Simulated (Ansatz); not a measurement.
# SrVO3: the cost of one run

Method: DFT PBEsol, scalar-relativistic, plane waves, PAW, in Ansatz 0.2.0.

1 further run of the same task is left out (set aside as unsound or not needed).

**1. The starting structure**

The structure is cubic, space group Pm-3m (No. 221). Conventional cell: a = 3.810 Å, b = 3.810 Å, c = 3.810 Å, α = 90.00°, β = 90.00°, γ = 90.00°. Sr (site symmetry m-3m) has 12 O at 2.69 Å in its first shell of neighbours. V (site symmetry m-3m) is surrounded by 6 O at 1.91 Å. Around O (site symmetry 4/mmm) lie 2 V at 1.91 Å and 4 Sr at 2.69 Å.

Structure file:

```
Sr V O
1.0
     3.81032    0.00000    0.00000
     0.00000    3.81032    0.00000
     0.00000    0.00000    3.81032
Sr V O
1 1 3
Direct
  0.50000 0.50000 0.50000
  0.00000 0.00000 0.00000
  0.50000 0.00000 0.00000
  0.00000 0.50000 0.00000
  0.00000 0.00000 0.50000
```

It is the result of an earlier relaxation at this level (volume 11.06 Å³/atom; gap on the mesh: none (metal), site moments up to 0.2 μB).

**2. Bands, states and charges**

The input, input.yaml:

```yaml
crystal:
  lattice:
    - [3.8103207641, 0.0, 0.0]
    - [0.0, 3.8103207641, 0.0]
    - [0.0, 0.0, 3.8103207641]
  atoms:
    - { symbol: Sr, position: [0.5, 0.5, 0.5] }
    - { symbol: V, position: [0.0, 0.0, 0.0], spin: 0.22 }
    - { symbol: O, position: [0.5, 0.0, 0.0] }
    - { symbol: O, position: [0.0, 0.5, 0.0] }
    - { symbol: O, position: [0.0, 0.0, 0.5] }
basis:
  ecutwfc: 420
kpoints:
  mp_grid: { grid: [10, 10, 10] }
  band_path:
    path:
      - [[0.0, 0.0, 0.0], [0.0, 0.5, 0.0], [0.5, 0.5, 0.0], [0.0, 0.0, 0.0], [0.5, 0.5, 0.5], [0.0, 0.5, 0.0]]
      - [[0.5, 0.5, 0.5], [0.5, 0.5, 0.0]]
    npoints: 14
hamiltonian:
  xc: pbesol
scf:
  occupations: { method: gaussian, width: 0.1 }
  n_extra_bands: 12
output:
  forces: true
  stress: true
  eigenvalues: true
  populations: true
  dos: { projected: true, de: 0.02, nscf_kmesh: { grid: [15, 15, 15] } }
  bader: true
  write_density: true
  write_potential: true
  elf: true
  volumetric_format: npy
magnetization:
  spin_polarized: true
checkpoint:
  read: start.run
  write: ck
  compress: false
  write_wavefunctions: false
  write_every: 100000
```

Run with:

```console
$ ansatz run input.yaml --threads 2 --pin off --max-ram 5120MiB --backend cpu --events-out ev --progress --plain --runs-dir out
```

**Question.** How long does this run take on 2 threads of Intel Xeon 6975P-C (Granite Rapids), shared host, and how much memory does it need?

About 22 s, with a peak of 0.49 GiB.
